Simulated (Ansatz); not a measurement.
**CdTe: two-dimensional strain map**

All numbers below come from DFT r2SCAN, scalar-relativistic, plane waves, PAW in Ansatz 0.2.0. The runs took a 500 eV cutoff, a Γ-centred 8×8×8 mesh and Gaussian smearing (0.05 eV). Spin–orbit coupling is left out, which matters for the heavy elements here. No spin polarisation. Energies are free energies at this smearing, counted from the undisturbed cell; pressure is positive in compression.

Zero of the scan (as given, not relaxed at this level; it stands at 3.2 GPa):

```
Cd Te
1.0
     0.00000    3.20500    3.20500
     3.20500    0.00000    3.20500
     3.20500    3.20500    0.00000
Cd Te
1 1
Direct
  0.00000 0.00000 0.00000
  0.75000 0.75000 0.75000
```

The cell is strained by p along both x and y and by q along z, fractional coordinates fixed. Points are written (p, q).

Energy above the undisturbed cell in meV/atom (a dash: not computed):

```csv
p \ q,-0.050,-0.025,0.000,0.025,0.050
-0.050,245.0,181.6,130.3,90.4,61.1
-0.025,127.8,82.9,48.3,23.2,7.3
0.000,50.2,20.8,0.0,-12.5,-17.3
0.025,6.1,-10.5,-19.7,-21.8,-17.3
0.050,-9.9,-15.7,-15.3,-8.9,3.2
```

Pressure in GPa:

| p \ q | -0.050 | -0.025 | 0.000 | 0.025 | 0.050 |
| --- | --- | --- | --- | --- | --- |
| -0.050 | 15.0 | 12.5 | 10.2 | 8.1 | 6.3 |
| -0.025 | 10.2 | 8.1 | 6.3 | 4.7 | 3.2 |
| 0.000 | 6.3 | 4.7 | 3.2 | 1.9 | 0.8 |
| 0.025 | 3.2 | 1.9 | 0.8 | -0.2 | -1.1 |
| 0.050 | 0.8 | -0.2 | -1.1 | -1.9 | -2.6 |

Gap on the k-mesh in eV:

```
 p \ q  -0.050  -0.025  0.000  0.025  0.050
-0.050    1.89    1.77   1.65   1.52   1.38
-0.025    1.66    1.64   1.52   1.40   1.28
 0.000    1.44    1.41   1.39   1.28   1.16
 0.025    1.23    1.20   1.17   1.15   1.04
 0.050    1.03    1.00   0.97   0.94   0.92
```